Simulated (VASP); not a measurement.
Wanted: the native input for a VASP 6.6.1 run.

| Quantity | Value |
| --- | --- |
| Task | single point |
| Functional | PBE |
| Potentials or basis | VASP PAW PBE potentials, release 64 (Sn_d_GW) |
| Cutoff | 550 eV |
| k mesh | 10 × 10 × 10 |
| Occupations | gaussian, width 0.02 eV |
| Spin | no spin polarisation |
| Further INCAR settings | ALGO = Fast; EDIFF = 1e-07; NBANDS = 13 |

The structure of Sn lies in POSCAR:

```
Sn
3.2816
   -0.577356112628      0.577356112628      0.577356112628
    0.577356112628     -0.577356112628      0.577356112628
    0.577356112628      0.577356112628     -0.577356112628
Sn
1
Direct
    0.0000000000      0.0000000000      0.0000000000
```

This isn't the form of Sn at room conditions, which is tetragonal (white tin).

One way to write it, as run:

INCAR

```
SYSTEM = Sn
ALGO = Fast
EDIFF = 1E-7
ENCUT = 550
GGA = PE
ISIF = 2
ISMEAR = 0
LASPH = .True.
LCHARG = .False.
LREAL = .False.
LWAVE = .False.
NBANDS = 13
NELM = 100
PREC = Accurate
SIGMA = 0.02
```

KPOINTS

```
k-points
0
Gamma
  10 10 10
  0 0 0
```

Potentials or basis: VASP PAW PBE potentials, release 64 (Sn_d_GW).

Launch:

```sh
$ cat potpaw_PBE.64/Sn_d_GW/POTCAR > POTCAR
$ mpirun -np 1 vasp_std > vasp.out
```

Results of the run:

```json
{"Pressure": "0.7 GPa", "Band gap on the k mesh": "none (metal or under the smearing width)"}
```

It took 42 s on 1 thread of Intel(R) Xeon(R) Platinum 8559C (Emerald Rapids), with other jobs on the host, peak memory 0.17 GiB.
